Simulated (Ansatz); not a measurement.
# Structural energy differences of thallium

Computed with DFT, PBEsol, plane waves (420 eV) with PAW, scalar-relativistic (Ansatz 0.2.0). (PAW data from PBE, frozen cores regenerated.)

Each structure is relaxed within its own symmetry, so a high-lying one may be dynamically unstable.

| structure | ΔE (meV/atom) | V (Å³/atom) | cell | magnetic state |
| --- | --- | --- | --- | --- |
| hcp | 0 | 28.59 | a = 3.459 Å, c = 5.518 Å (c/a = 1.595) | spin not included |
| bcc | 5 | 28.60 | a = 3.853 Å | spin not included |
| dhcp | 14 | 28.43 | a = 3.433 Å, c = 11.142 Å (c/a = 3.246) | spin not included |
| fcc | 15 | 28.43 | a = 4.845 Å | spin not included |
| omega (AlB2-type) | 20 | 28.77 | a = 5.449 Å, c = 3.357 Å (c/a = 0.616) | spin not included |
| A15 | 47 | 28.93 | a = 6.140 Å | spin not included |
| simple cubic | 151 | 30.94 | a = 3.139 Å | spin not included |
| diamond | 445 | 40.73 | a = 6.882 Å | spin not included |

ΔE counts from hcp.

Differences under about 8 meV lie within the error of the k-point mesh.
